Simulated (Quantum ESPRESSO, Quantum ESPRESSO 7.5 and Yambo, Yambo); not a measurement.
# Quasiparticle gap of GaAs (F-43m) in Yambo

Aim: the G0W0 gap of GaAs (F-43m) on PBE, step by step.

Method: PBE and many-body steps on it, plane waves, in Quantum ESPRESSO 7.5 and Yambo 5.3.0.

**What was measured.**

- Gap 1.51 eV: band-edge emission energy from PL (direct gap at Gamma); photoluminescence, 633 nm excitation; 77 K; bulk crystal (MBE GaAs matrix around a thin InAs wetting layer on semi-insulating GaAs (100)) (“Photoluminescence of InAs/GaAs quantum dots under direct two-photon excitation”, 2020, pmc:7331710).

- Gap 1.418 ± 0.005 eV: direct gap E0 at Gamma from PR; modulated photoreflectance, low-field lineshape fit; 300 K; bulk crystal (semi-insulating GaAs(001) reference substrate) (“Evidence of valence band perturbations in GaAsN/GaAs(001): A combined variable-angle spectroscopic ellipsometry and modulated photoreflectance investigation”, 2008, arxiv:0805.2212).

- Gap 1.42 eV: band-edge photoluminescence emission energy of the GaAs substrate; time-integrated photoluminescence; 300 K; bulk crystal ((001) GaAs substrate beneath GaBiAs epilayers) (“Investigation of the anisotropic electron g factor as a probe of the electronic structure of GaBixAs1-x/GaAs epilayers”, 2014, arxiv:1409.8467).

- Gap 1.412 ± 0.01 eV: direct gap E0 at Gamma from ellipsometry; variable-angle spectroscopic ellipsometry, parametric critical-point fit; 300 K; bulk crystal (semi-insulating GaAs(001) reference substrate with native oxide) (“Evidence of valence band perturbations in GaAsN/GaAs(001): A combined variable-angle spectroscopic ellipsometry and modulated photoreflectance investigation”, 2008, arxiv:0805.2212).

Most raw output is cut from this account.

**1. Set-up**

Symmetry: F-43m, No. 216, cubic system. Conventional cell: a = 5.654 Å, b = 5.654 Å, c = 5.654 Å, α = 90.00°, β = 90.00°, γ = 90.00°. Nearest to Ga lie 4 As at 2.45 Å. Nearest to As lie 4 Ga at 2.45 Å. Farther neighbours are not listed.

Structure file:

```cif
data_structure
_symmetry_space_group_name_H-M 'F-43m'
_symmetry_Int_Tables_number 216
_cell_length_a 5.6537
_cell_length_b 5.6537
_cell_length_c 5.6537
_cell_angle_alpha 90.000
_cell_angle_beta 90.000
_cell_angle_gamma 90.000
_cell_volume 180.72
loop_
_atom_site_label
_atom_site_type_symbol
_atom_site_symmetry_multiplicity
_atom_site_Wyckoff_symbol
_atom_site_fract_x
_atom_site_fract_y
_atom_site_fract_z
_atom_site_occupancy
Ga1 Ga 4 a 0.00000 0.00000 0.00000 1
As1 As 4 d 0.25000 0.25000 0.75000 1
```

The cell and positions come from the Crystallography Open Database and are kept as given unless a step says otherwise.

**2. Ground state**

This step: Quantum ESPRESSO 7.5; DFT, PBE, plane waves, norm-conserving pseudopotentials.

The ground-state density comes first.

Contents of pw.in:

```
&control
  calculation = 'scf'
  prefix = 'x'
  outdir = 'o'
  pseudo_dir = 'pseudo'
/
&system
  ibrav = 0
  nat = 2
  ntyp = 2
  ecutwfc = 104.0
  nbnd = 27
  force_symmorphic = .true.
/
&electrons
  conv_thr = 1e-10
  electron_maxstep = 80
  mixing_beta = 0.5
/
ATOMIC_SPECIES
  Ga 69.723 Ga.upf
  As 74.922 As.upf
CELL_PARAMETERS angstrom
  0.0000000000 2.8268500000 2.8268500000
  2.8268500000 0.0000000000 2.8268500000
  2.8268500000 2.8268500000 -0.0000000000
ATOMIC_POSITIONS crystal
  Ga 0.0000000000 0.0000000000 0.0000000000
  As 0.2500000000 0.2500000000 0.2500000000
K_POINTS automatic
  6 6 6 0 0 0
```

On the command line:

```bash
$ OMP_NUM_THREADS=1 mpirun -n 4 pw.x -nk 4 -in pw.in > pw.out
```

Run time: 6.6 s. Hardware: 4 MPI ranks of Intel Xeon 6975P-C (Granite Rapids), shared host; peak memory 0.36 GiB; 26 s of CPU time.

This step gave:

| Property | Result |
| --- | --- |
| total energy | -15064.4168 eV |
| gap | 0.5181 eV |
| k of the valence top | 0, 0, 0 |
| k of the conduction bottom | 0, 0, 0 |
| least direct gap | 0.5181 eV |

The gap is direct, at Γ.

**3. Bands along the symmetry lines**

Levels along a band path, at the cheap level, show where the edges lie and whether the meshes to come will hold them.

Contents of pw.in:

```
&control
  calculation = 'bands'
  prefix = 'x'
  outdir = 'o'
  pseudo_dir = 'pseudo'
/
&system
  ibrav = 0
  nat = 2
  ntyp = 2
  ecutwfc = 104.0
  nbnd = 28
  force_symmorphic = .true.
/
&electrons
  conv_thr = 1e-9
  electron_maxstep = 80
  diago_full_acc = .true.
  diago_thr_init = 5e-6
/
ATOMIC_SPECIES
  Ga 69.723 Ga.upf
  As 74.922 As.upf
CELL_PARAMETERS angstrom
  0.0000000000 2.8268500000 2.8268500000
  2.8268500000 0.0000000000 2.8268500000
  2.8268500000 2.8268500000 -0.0000000000
ATOMIC_POSITIONS crystal
  Ga 0.0000000000 0.0000000000 0.0000000000
  As 0.2500000000 0.2500000000 0.2500000000
K_POINTS crystal
  50
  0.00000000 0.00000000 0.00000000 1
  -0.06250000 -0.06250000 0.00000000 1
  -0.12500000 -0.12500000 0.00000000 1
  -0.18750000 -0.18750000 0.00000000 1
  -0.25000000 -0.25000000 0.00000000 1
  -0.31250000 -0.31250000 0.00000000 1
  -0.37500000 -0.37500000 0.00000000 1
  -0.43750000 -0.43750000 0.00000000 1
  -0.50000000 -0.50000000 0.00000000 1
  -0.48437500 -0.48437500 0.03125000 1
  -0.46875000 -0.46875000 0.06250000 1
  -0.45312500 -0.45312500 0.09375000 1
  -0.43750000 -0.43750000 0.12500000 1
  -0.42187500 -0.42187500 0.15625000 1
  -0.40625000 -0.40625000 0.18750000 1
  -0.39062500 -0.39062500 0.21875000 1
  -0.37500000 -0.37500000 0.25000000 1
  -0.37500000 0.00000000 0.37500000 1
  -0.32812500 0.00000000 0.32812500 1
  -0.28125000 0.00000000 0.28125000 1
  -0.23437500 0.00000000 0.23437500 1
  -0.18750000 0.00000000 0.18750000 1
  -0.14062500 0.00000000 0.14062500 1
  -0.09375000 0.00000000 0.09375000 1
  -0.04687500 0.00000000 0.04687500 1
  0.00000000 0.00000000 0.00000000 1
  0.00000000 0.00000000 0.06250000 1
  0.00000000 0.00000000 0.12500000 1
  0.00000000 0.00000000 0.18750000 1
  0.00000000 0.00000000 0.25000000 1
  0.00000000 0.00000000 0.31250000 1
  0.00000000 0.00000000 0.37500000 1
  0.00000000 0.00000000 0.43750000 1
  -0.00000000 -0.00000000 0.50000000 1
  -0.06250000 -0.03125000 0.46875000 1
  -0.12500000 -0.06250000 0.43750000 1
  -0.18750000 -0.09375000 0.40625000 1
  -0.25000000 -0.12500000 0.37500000 1
  -0.31250000 -0.15625000 0.34375000 1
  -0.37500000 -0.18750000 0.31250000 1
  -0.43750000 -0.21875000 0.28125000 1
  -0.50000000 -0.25000000 0.25000000 1
  -0.50000000 -0.28125000 0.21875000 1
  -0.50000000 -0.31250000 0.18750000 1
  -0.50000000 -0.34375000 0.15625000 1
  -0.50000000 -0.37500000 0.12500000 1
  -0.50000000 -0.40625000 0.09375000 1
  -0.50000000 -0.43750000 0.06250000 1
  -0.50000000 -0.46875000 0.03125000 1
  -0.50000000 -0.50000000 0.00000000 1
```

Wall time 4.3 s (4 MPI ranks); peak memory 0.31 GiB.

Numbers from this step:

| Quantity | Value |
| --- | --- |
| gap | 0.5181 eV |
| k of the valence top | 0, 0, 0 |
| k of the conduction bottom | 0, 0, 0 |
| least direct gap | 0.5181 eV |

The gap is 0.518 eV, as in the run before at this level.

The electronic bands at the labelled points (eV, zero at the top of the highest filled band):

| point | band 19 | band 20 | band 21 | band 22 | band 23 | band 24 | band 25 | band 26 |
| --- | --- | --- | --- | --- | --- | --- | --- | --- |
| Γ | -12.73 | 0.00 | 0.00 | 0.00 | 0.52 | 3.74 | 3.74 | 3.74 |
| halfway | -11.80 | -4.09 | -1.69 | -1.69 | 1.99 | 3.27 | 6.62 | 6.62 |
| X | -10.22 | -6.81 | -2.68 | -2.68 | 1.47 | 1.66 | 10.18 | 10.18 |
| halfway | -10.21 | -6.77 | -3.20 | -2.57 | 1.66 | 2.57 | 9.21 | 9.42 |
| U | -10.26 | -6.63 | -3.86 | -2.26 | 1.97 | 4.64 | 7.96 | 8.07 |
| jump to K | -10.26 | -6.63 | -3.86 | -2.26 | 1.97 | 4.64 | 7.96 | 8.07 |
| halfway | -11.71 | -4.56 | -2.44 | -0.68 | 2.69 | 4.77 | 4.81 | 5.65 |
| Γ | -12.73 | 0.00 | 0.00 | 0.00 | 0.52 | 3.74 | 3.74 | 3.74 |
| halfway | -12.03 | -4.14 | -0.68 | -0.68 | 1.45 | 4.60 | 4.60 | 5.96 |
| L | -10.96 | -6.63 | -1.14 | -1.14 | 1.00 | 4.64 | 4.64 | 7.76 |
| halfway | -10.62 | -6.48 | -3.22 | -1.94 | 3.03 | 4.17 | 6.35 | 7.70 |
| W | -10.17 | -6.63 | -3.53 | -3.34 | 4.62 | 4.73 | 5.42 | 6.05 |
| halfway | -10.20 | -6.73 | -3.14 | -3.04 | 2.56 | 2.76 | 8.15 | 8.36 |
| X | -10.22 | -6.81 | -2.68 | -2.68 | 1.47 | 1.66 | 10.18 | 10.18 |

**4. Empty states on the mesh, 4×4×4 mesh, 124 bands**

The sums over transitions need many empty states on a uniform mesh; this step solves for them.

Contents of pw.in:

```
&control
  calculation = 'nscf'
  prefix = 'x'
  outdir = 'o'
  pseudo_dir = 'pseudo'
/
&system
  ibrav = 0
  nat = 2
  ntyp = 2
  ecutwfc = 104.0
  nbnd = 124
  force_symmorphic = .true.
/
&electrons
  conv_thr = 1e-9
  electron_maxstep = 80
  diago_full_acc = .true.
  diago_thr_init = 5e-6
/
ATOMIC_SPECIES
  Ga 69.723 Ga.upf
  As 74.922 As.upf
CELL_PARAMETERS angstrom
  0.0000000000 2.8268500000 2.8268500000
  2.8268500000 0.0000000000 2.8268500000
  2.8268500000 2.8268500000 -0.0000000000
ATOMIC_POSITIONS crystal
  Ga 0.0000000000 0.0000000000 0.0000000000
  As 0.2500000000 0.2500000000 0.2500000000
K_POINTS automatic
  4 4 4 0 0 0
```

Wall time 5.9 s (4 MPI ranks); peak memory 0.48 GiB.

This step gave:

* gap: 0.5181 eV
* k of the valence top: 0, 0, 0
* k of the conduction bottom: 0, 0, 0
* least direct gap: 0.5181 eV
* k points computed: 8
* lowest point of the top converged band, above the valence top: 87.1270 eV

On this mesh the gap is 0.518 eV.

**5. Conversion and set-up**

This step: Yambo 5.3.0; conversion and set-up on PBE, plane waves, norm-conserving pseudopotentials.

The states are converted to the many-body program's format and the q mesh is built.

On the command line:

```bash
$ (cd o/x.save; p2y > p2y.log; mv SAVE ../..); yambo > setup.log
```

Wall time 2.8 s (1 MPI rank); peak memory 0.26 GiB.

**6. Screening and self-energy, 4×4×4 mesh, 124 bands, screening to 197.3 eV**

Now the one-shot GW correction: screening in the RPA, then the self-energy of the levels asked for.

This step: G0W0 on PBE, plane waves, norm-conserving pseudopotentials.

Contents of gw1.in:

```
HF_and_locXC
gw0
dyson
ppa
em1d
rim_cut
RandQpts= 1000000
RandGvec= 1 RL
EXXRLvcs= 104 Ry
VXCRLvcs= 416 Ry
Chimod= "HARTREE"
% BndsRnXp
 1 | 124 |
%
NGsBlkXp= 14.5 Ry
% LongDrXp
 1 | 1 | 1 |
%
% GbndRnge
 1 | 124 |
%
DysSolver= "n"
ExtendOut
PPAPntXp= 27.21138 eV
% QPkrange
 1 | 8 | 19 | 26 |
%
```

On the command line:

```bash
$ OMP_NUM_THREADS=1 mpirun -n 4 yambo -F gw1.in -J gw1 -C gw1 > gw1.log
```

Run time: 11 min. Hardware: 4 MPI ranks; peak memory 2.4 GiB; 43 min of CPU time.

Numbers from this step:

```
G0W0 gap on the mesh                         : 1.176 eV
starting gap on the mesh                     : 0.5181 eV
k of the valence top                         : 0, 0, 0
k of the conduction bottom                   : 0, 0, 0
least direct G0W0 gap on the computed points : 1.176 eV
Z at the valence top                         : 0.7949
Z at the conduction bottom                   : 0.7984
```

The gap on the mesh goes from 0.52 eV to 1.18 eV, a correction of +0.66 eV.

Limits: finite bands, cutoff and mesh; no spin-orbit coupling; coarse k mesh. v1 is the top filled band, c1 the lowest empty one. Levels before and after the correction, in eV, zero at the valence-band top of each column:

```csv
,conduction bottom,valence top
Kohn-Sham,0.52,0.00
G0W0,1.18,0.00
```

```
             level  energy (eV)
Kohn-Sham     Γ v4      -12.726
Kohn-Sham  Γ v3-v1        0.000
Kohn-Sham     Γ c1        0.518
Kohn-Sham  Γ c2-c4        3.737
     G0W0     Γ v4      -12.714
     G0W0  Γ v3-v1        0.000
     G0W0     Γ c1        1.176
     G0W0  Γ c2-c4        4.300
```

**7. Where the time went**

Times are wall times on the hardware named with each run, good to a factor of about two.

```csv
step,time,share,memory (GiB)
ground state,6.6 s,1 %,0.36
bands along the symmetry lines,4.3 s,1 %,0.31
empty states on the mesh,5.9 s,1 %,0.48
conversion and set-up,2.8 s,0 %,0.26
screening and self-energy,11 min,97 %,2.4
```

**8. Results**

| Property | Result |
| --- | --- |
| PBE gap | 0.52 eV, direct |
| G0W0 gap on the mesh | 1.18 eV |
| GW settings | 4×4×4 mesh, 124 bands, screening to 197.3 eV, Godby-Needs plasmon pole |
| known limits | not at the basis limit; no spin-orbit coupling; coarse k mesh |

**Reading.** G0W0 moves the gap on the mesh from 0.52 eV to 1.18 eV (+0.66 eV), with Z of 0.79 and 0.80 at the edges. The dearest step here is «screening and self-energy». Against experiment, by G0W0@PBE: the direct gap of 1.18 eV lies −0.33 eV from the measured 1.51 eV (exciton, 77 K, 2020); the direct gap of 1.18 eV lies −0.24 eV from the measured 1.418 ± 0.005 eV (direct, 300 K, 2008); the direct gap of 1.18 eV lies −0.24 eV from the measured 1.42 eV (exciton, 300 K, 2014); the direct gap of 1.18 eV lies −0.24 eV from the measured 1.412 ± 0.01 eV (direct, 300 K, 2008). An exciton line or allowed optical edge lies below the quasiparticle gap by the binding energy; a forbidden edge can push the onset above it. The calculation has static nuclei and no excitons; a measured gap holds zero-point and thermal motion, which mostly lowers it. Bands and cutoff are finite, so the gap is not at the basis limit. The miss can reach some tenths of an eV and take either sign; the mesh is an error of its own. The 4×4×4 mesh is coarse for this cell, which bears on the long-range parts of exchange and screening. The many-body steps are scalar-relativistic: spin-orbit coupling is not in them.

[Paths, hosts, dates, memory and timing lines, banners, echoed tables and standing remarks are left out of the program output.]

[Logs are printed without paths, hosts, clocks, repeated set-up lines and the standing remarks that a program may print on its own settings, such as how far it seeks lower states.]

[Runs of the session that timed out or met a known fault of the program may be left out.]

[Hosts, paths, dates, database ids (printed as entryN), source tags and the programs' standing remarks are cut or masked in the printed files.]
